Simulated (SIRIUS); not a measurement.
# Ti (P6_3/mmc) in SIRIUS: reference runs

How does Ti come out in PBEsol? The cell is run as given and disturbed.

All numbers are computed with SIRIUS 7.12.0; they aren't measurements. Logs are shortened: lines on timing, memory, paths and dates and some standing lists are left out, and cuts for length are marked. The log counts tension as positive stress, the text compression.

### Step 1. The crystal as given

It takes space group P6_3/mmc (No. 194, hexagonal). Conventional cell: a = 2.950 Å, b = 2.950 Å, c = 4.680 Å, α = 90.00°, β = 90.00°, γ = 120.00°. Ti (site symmetry -6m2) has 12 Ti at 2.89 to 2.95 Å as nearest neighbours.

### Step 2. Single point, PBEsol

sirius.json reads:

```json
{
  "control": {
    "processing_unit": "cpu",
    "std_evp_solver_name": "lapack",
    "gen_evp_solver_name": "lapack",
    "verbosity": 2,
    "print_forces": true,
    "ortho_rf": true,
    "use_second_variation": true,
    "rmt_max": 3.0,
    "num_bands_to_print": 23,
    "save_wf": true
  },
  "parameters": {
    "electronic_structure_method": "full_potential_lapwlo",
    "xc_functionals": ["XC_GGA_X_PBE_SOL", "XC_GGA_C_PBE_SOL"],
    "core_relativity": "dirac",
    "valence_relativity": "iora",
    "num_fv_states": 23,
    "smearing": "fermi_dirac",
    "smearing_width": 0.0018374661,
    "pw_cutoff": 20,
    "gk_cutoff": 3.67,
    "lmax_apw": 10,
    "lmax_rho": 8,
    "lmax_pot": 8,
    "num_mag_dims": 0,
    "auto_rmt": 0,
    "ngridk": [10, 10, 6],
    "shiftk": [0, 0, 0],
    "num_dft_iter": 80,
    "energy_tol": 1e-07,
    "density_tol": 1e-05,
    "use_symmetry": true
  },
  "settings": {"tol_ne": 1e-10},
  "iterative_solver": {"type": "exact"},
  "mixer": {"type": "anderson", "beta": 0.5, "max_history": 8},
  "unit_cell": {
    "lattice_vectors": [[5.5746920676, 0.0, 0.0], [-2.7873460338, 4.8278249489, 0.0], [0.0, 0.0, 8.8439182632]],
    "atom_types": ["Ti"],
    "atom_files": {"Ti": "Ti.json"},
    "atoms": {"Ti": [[0.6666666667, 0.3333333333, 0.75], [0.3333333333, 0.6666666667, 0.25]]}
  }
}
```

Ti.json reads:

```json
{
  "name": "titanium",
  "symbol": "Ti",
  "number": 22,
  "mass": 47.867,
  "rmin": 1e-06,
  "rmt": 2.4,
  "nrmt": 800,
  "rinf": 17.51,
  "core": "1s2s2p",
  "valence": [
    {"basis": [{"enu": 0.09, "dme": 0, "n": 0, "auto": 0}, {"enu": 0.09, "dme": 1, "n": 0, "auto": 0}]},
    {"l": 0, "n": 1, "basis": [{"enu": 0.19, "dme": 0, "n": 0, "auto": 0}]},
    {"l": 1, "n": 2, "basis": [{"enu": 0.19, "dme": 0, "n": 0, "auto": 0}]},
    {"l": 2, "n": 3, "basis": [{"enu": 0.19, "dme": 0, "n": 0, "auto": 0}]},
    {"l": 3, "n": 4, "basis": [{"enu": 0.19, "dme": 0, "n": 0, "auto": 0}]}
  ],
  "lo": [
    {"l": 0, "basis": [{"enu": 0.19, "dme": 0, "n": 0, "auto": 0}, {"enu": 0.19, "dme": 1, "n": 0, "auto": 0}]},
    {
      "l": 0,
      "basis": [{"enu": -1.9303, "dme": 0, "n": 3, "auto": 1}, {"enu": -1.9303, "dme": 1, "n": 3, "auto": 1}]
    },
    {
      "l": 0,
      "basis": [{"enu": -1.9303, "dme": 1, "n": 3, "auto": 1}, {"enu": 0.19, "dme": 0, "n": 0, "auto": 0}]
    },
    {"l": 0, "basis": [{"enu": 0.19, "dme": 0, "n": 0, "auto": 0}, {"enu": 2.9678, "dme": 0, "n": 0, "auto": 0}]},
    {"l": 1, "basis": [{"enu": 0.19, "dme": 0, "n": 0, "auto": 0}, {"enu": 0.19, "dme": 1, "n": 0, "auto": 0}]},
    {
      "l": 1,
      "basis": [{"enu": -1.0703, "dme": 0, "n": 3, "auto": 1}, {"enu": -1.0703, "dme": 1, "n": 3, "auto": 1}]
    },
    {
      "l": 1,
      "basis": [{"enu": -1.0703, "dme": 1, "n": 3, "auto": 1}, {"enu": 0.19, "dme": 0, "n": 0, "auto": 0}]
    },
    {"l": 1, "basis": [{"enu": 0.19, "dme": 0, "n": 0, "auto": 0}, {"enu": 3.3844, "dme": 0, "n": 0, "auto": 0}]},
    {"l": 2, "basis": [{"enu": 0.19, "dme": 0, "n": 0, "auto": 0}, {"enu": 0.19, "dme": 1, "n": 0, "auto": 0}]},
    {"l": 2, "basis": [{"enu": 0.19, "dme": 1, "n": 0, "auto": 0}, {"enu": 0.19, "dme": 2, "n": 0, "auto": 0}]},
    {"l": 2, "basis": [{"enu": 0.19, "dme": 0, "n": 0, "auto": 0}, {"enu": 2.8983, "dme": 0, "n": 0, "auto": 0}]},
    {"l": 3, "basis": [{"enu": 0.19, "dme": 0, "n": 0, "auto": 0}, {"enu": 0.19, "dme": 1, "n": 0, "auto": 0}]},
    {"l": 3, "basis": [{"enu": 0.19, "dme": 0, "n": 0, "auto": 0}, {"enu": 3.2108, "dme": 0, "n": 0, "auto": 0}]}
  ],
  "free_atom": [... radial grid and density of the free atom, the start of the SCF ...]
}
```

sirius_start.json reads:

```json
{
  "control": {
    "processing_unit": "cpu",
    "std_evp_solver_name": "lapack",
    "gen_evp_solver_name": "lapack",
    "verbosity": 1,
    "print_forces": false,
    "ortho_rf": true,
    "use_second_variation": true,
    "rmt_max": 3.0,
    "num_bands_to_print": 23,
    "save_wf": false
  },
  "parameters": {
    "electronic_structure_method": "full_potential_lapwlo",
    "xc_functionals": ["XC_LDA_X", "XC_LDA_C_PW"],
    "core_relativity": "dirac",
    "valence_relativity": "iora",
    "num_fv_states": 23,
    "smearing": "fermi_dirac",
    "smearing_width": 0.0055123983,
    "pw_cutoff": 20,
    "gk_cutoff": 2.93,
    "lmax_apw": 10,
    "lmax_rho": 8,
    "lmax_pot": 8,
    "num_mag_dims": 0,
    "auto_rmt": 0,
    "ngridk": [4, 4, 2],
    "shiftk": [0, 0, 0],
    "num_dft_iter": 30,
    "energy_tol": 0.01,
    "density_tol": 0.05,
    "use_symmetry": true
  },
  "settings": {"tol_ne": 1e-10},
  "iterative_solver": {"type": "exact"},
  "mixer": {"type": "anderson", "beta": 0.5, "max_history": 8},
  "unit_cell": {
    "lattice_vectors": [[5.5746920676, 0.0, 0.0], [-2.7873460338, 4.8278249489, 0.0], [0.0, 0.0, 8.8439182632]],
    "atom_types": ["Ti"],
    "atom_files": {"Ti": "Ti.json"},
    "atoms": {"Ti": [[0.6666666667, 0.3333333333, 0.75], [0.3333333333, 0.6666666667, 0.25]]}
  }
}
```

Potentials or basis: all-electron FP-LAPW, apw+lo standard.

On the command line:

```
$ OMP_NUM_THREADS=1 sirius.scf --input=sirius_start.json --output=start.json
$ OMP_NUM_THREADS=1 sirius.scf --input=sirius.json --output=output.json --task=1
```

Output:

```text
[info] SIRIUS version : 7.12.0
[info] number of MPI ranks           : 1
[info] MPI grid                      : 1 1
[info] maximum number of OMP threads : 1
[fft] FFT context for density and potential
[fft] =====================================
[fft]   plane wave cutoff                     : 20
[fft]   grid size                             : 40 40 60   total : 96000
[fft]   grid limits                           : -19 20   -19 20   -29 30
[fft]   number of G-vectors within the cutoff : 32187
[fft]   number of G-shells                    : 1663
[fft] FFT context for coarse grid
[fft] =====================================
[fft]   plane wave cutoff                     : 7.34
[fft]   grid size                             : 16 16 24   total : 6144
[fft]   grid limits                           : -7 8   -7 8   -11 12
[fft]   number of G-vectors within the cutoff : 1617
[fft]   number of G-shells                    : 116
[unit cell] lattice vectors
[unit cell]   a1 :       5.5746920676      0.0000000000      0.0000000000
[unit cell]   a2 :      -2.7873460338      4.8278249489      0.0000000000
[unit cell]   a3 :       0.0000000000      0.0000000000      8.8439182632
[unit cell] reciprocal lattice vectors
[unit cell]   b1 :       1.1270910090      0.6507262974     -0.0000000000
[unit cell]   b2 :       0.0000000000      1.3014525948      0.0000000000
[unit cell]   b3 :       0.0000000000     -0.0000000000      0.7104526659
[unit cell] unit cell volume :       238.02200974 [a.u.^3]
[unit cell] 1/sqrt(omega)    :         0.06481738
[unit cell] MT volume        :       115.81167158 (48.66%)
[unit cell] IT volume        :       122.21033816 (51.34%)
[unit cell] number of atom types : 1
[unit cell] type id : 0 symbol : Ti mt_radius :   2.400000 num_atoms : 2
[unit cell] total number of atoms : 2
[unit cell] number of symmetry classes : 1
[unit cell] atom id  type id  class id             position                      vector_field
[unit cell] ------------------------------------------------------------------------------------------
[unit cell]      0        0        0      0.66667   0.33333   0.75000      0.00000   0.00000   0.00000
[unit cell]      1        0        0      0.33333   0.66667   0.25000      0.00000   0.00000   0.00000
[unit cell] atom id         position (Cartesian, a.u.)
[unit cell] ---------------------------------------------
[unit cell]      0       2.787346    1.609275    6.632939
[unit cell]      1      -0.000000    3.218550    2.210980
[unit cell] class id : 0 atom id : 0 1
[unit cell] minimum bond length:     5.469258
[sym] space group number   : 194
[sym] international symbol : P6_3/mmc
[sym] Hall symbol          : -P 6c 2c
[sym] space group transformation matrix :
[... 283 lines left out ...]
[diagonalize] ik:    2   -1.807363   -1.803345   -0.949033   -0.934978   -0.931471   -0.931057   -0.928144   -0.926453    0.084965    0.201539    0.252021    0.265467    0.301669    0.313889    0.315711    0.327845    0.332974    0.342420    0.394691    0.464142    0.567386    0.728349    0.823834
[diagonalize] ik:    3   -1.806125   -1.803010   -0.945942   -0.940211   -0.936428   -0.932616   -0.929789   -0.927261    0.125662    0.211628    0.227078    0.252410    0.298608    0.301654    0.305264    0.356504    0.357627    0.366725    0.398788    0.521824    0.562178    0.636448    0.755066
[diagonalize] ik:    4   -1.804986   -1.802872   -0.944466   -0.942740   -0.940295   -0.933835   -0.931815   -0.927946    0.165824    0.203737    0.211093    0.249041    0.292990    0.297453    0.309036    0.383299    0.390462    0.393654    0.400997    0.519861    0.578271    0.601055    0.703013
[diagonalize] ...
[diagonalize] ik:   51   -1.803683   -1.803683   -0.947587   -0.947587   -0.933841   -0.933841   -0.930752   -0.930752    0.185703    0.185703    0.246548    0.246548    0.295940    0.295940    0.339906    0.339906    0.393159    0.393159    0.425922    0.425922    0.590576    0.590576    0.747611
[diagonalize] ik:   52   -1.804204   -1.804204   -0.944572   -0.944572   -0.933843   -0.933843   -0.930283   -0.930283    0.183232    0.183232    0.251617    0.251617    0.274427    0.274427    0.327041    0.327041    0.395012    0.395012    0.403605    0.403605    0.695969    0.695969    0.713290
[diagonalize] ik:   53   -1.803684   -1.803684   -0.946089   -0.946089   -0.935751   -0.935751   -0.930407   -0.930407    0.197723    0.197723    0.251749    0.251749    0.271107    0.271107    0.330346    0.330346    0.394560    0.394560    0.442832    0.442832    0.623340    0.623340    0.679918
[diagonalize] ik:   54   -1.803484   -1.803484   -0.946635   -0.946635   -0.936568   -0.936568   -0.930391   -0.930391    0.201994    0.201994    0.252172    0.252172    0.269529    0.269529    0.337133    0.337133    0.390353    0.390353    0.469541    0.469541    0.583125    0.583125    0.669630
[diagonalize] ik:   55   -1.803408   -1.803408   -0.945623   -0.945623   -0.938264   -0.938264   -0.930259   -0.930259    0.217004    0.217004    0.243270    0.243270    0.264068    0.264068    0.332198    0.332198    0.388937    0.388937    0.496226    0.496226    0.590023    0.590023    0.623239
[generate_core_charge_density] atom class : 0
[generate_core_charge_density]   n,l,k : 1 0 1  energy :        -178.20197915
[generate_core_charge_density]   n,l,k : 2 0 1  energy :         -19.22076762
[generate_core_charge_density]   n,l,k : 2 1 1  energy :         -15.96981066
[generate_core_charge_density]   n,l,k : 2 1 2  energy :         -15.75803450
[find] Total energy                   :   -1705.74188456 (Ha),   -3411.48376912 (Ry)
[find] iteration : 1, RMS (target) : 6.8135e-02 (1.0000e-05) , energy difference (target) : -6.4566e-06 (1.0000e-07)
[find] Total energy                   :   -1705.74187743 (Ha),   -3411.48375485 (Ry)
[find] iteration : 2, RMS (target) : 4.9110e-03 (1.0000e-05) , energy difference (target) : 7.1326e-06 (1.0000e-07)
[find] Total energy                   :   -1705.74188228 (Ha),   -3411.48376457 (Ry)
[find] iteration : 3, RMS (target) : 1.3644e-03 (1.0000e-05) , energy difference (target) : -4.8557e-06 (1.0000e-07)
[find] Total energy                   :   -1705.74188354 (Ha),   -3411.48376708 (Ry)
[find] iteration : 4, RMS (target) : 6.5425e-05 (1.0000e-05) , energy difference (target) : -1.2572e-06 (1.0000e-07)
[find] Total energy                   :   -1705.74188349 (Ha),   -3411.48376699 (Ry)
[find] iteration : 5, RMS (target) : 1.5855e-05 (1.0000e-05) , energy difference (target) : 4.5660e-08 (1.0000e-07)
[find] Charges and magnetic moments
[find] --------------------------------------------------------------------------------
[find] atom      charge    core leakage
[... 8 lines left out ...]
[find] valence_eval_sum               :     -16.62059778
[find] core_eval_sum                  :    -979.43271440
[find] kinetic energy                 :    1721.61102489
[find] enuc                           :   -2040.00745785
[find] <rho|V^{XC}>                   :    -107.78769279
[find] <rho|E^{XC}>                   :     -82.40711085
[find] <mag|B^{XC}>                   :       0.00000000
[find] <rho|V^{H}>                    :   -2609.87664428
[find] smearing (-TS)                 :      -0.00072947
[find] SCF correction                 :      -0.00001755
[find] Total energy                   :   -1705.74188350 (Ha),   -3411.48376699 (Ry)
[find] Free energy (E-TS)             :   -1705.74261296 (Ha),   -3411.48522593 (Ry)
[find] band gap (eV)                  :       0.00000000
[find] Efermi                         :       0.27795074
[find] iteration : 6, RMS (target) : 1.4641e-06 (1.0000e-05) , energy difference (target) : -1.1146e-09 (1.0000e-07)
[find] converged after 7 SCF iterations!
[find] Charges and magnetic moments
[find] --------------------------------------------------------------------------------
[find] atom      charge    core leakage
[find] --------------------------------------------------------------------------------
[find]    0   20.338141    6.035715e-10
[find]    1   20.338141    6.035715e-10
[find] total core leakage    : 1.20714292e-09
[find] interstitial charge   : 3.323717
[find] total charge          : 43.999999
[find] Energy
[find] --------------------------------------------------------------------------------
[find] valence_eval_sum               :     -16.62059778
[find] core_eval_sum                  :    -979.43271440
[find] kinetic energy                 :    1721.61102489
[find] enuc                           :   -2040.00745785
[find] <rho|V^{XC}>                   :    -107.78769279
[find] <rho|E^{XC}>                   :     -82.40711085
[find] <mag|B^{XC}>                   :       0.00000000
[find] <rho|V^{H}>                    :   -2609.87664428
[find] smearing (-TS)                 :      -0.00072947
[find] SCF correction                 :      -0.00001755
[find] Total energy                   :   -1705.74188350 (Ha),   -3411.48376699 (Ry)
[find] Free energy (E-TS)             :   -1705.74261296 (Ha),   -3411.48522593 (Ry)
[find] band gap (eV)                  :       0.00000000
[find] Efermi                         :       0.27795074
[ground_state]
[ground_state] ==== total Forces in Ha/bohr =====
[ground_state] atom:    0, force:      -0.0000000     -0.0000000      0.0000000
[ground_state] atom:    1, force:       0.0000000      0.0000000      0.0000000
[ground_state] ==== contribution from density =====
[ground_state] atom:    0, force:       0.0000000     -0.0000000      0.0000000
[ground_state] atom:    1, force:       0.0000000      0.0000000      0.0000000
[ground_state] ==== contribution from Hartree potential =====
[ground_state] atom:    0, force:      -0.0000000      0.0000000      0.0000000
[ground_state] atom:    1, force:       0.0000000     -0.0000000      0.0000000
[ground_state] ==== contribution from IBS =====
[ground_state] atom:    0, force:       0.0000000     -0.0000000      0.0000000
[ground_state] atom:    1, force:       0.0000000      0.0000000      0.0000000
```

Run time: 45 s. Hardware: 1 thread of Arm Neoverse V1, shared host; peak memory 0.44 GiB.

What came out:

- Free energy: -46415.6211 eV
- Band gap on the k mesh: none (metal or under the smearing width)
- All electrons inside the program's atomic spheres: Ti 20.34 (radii Ti 2.4 bohr)

(Continued in part 2 of 2.)
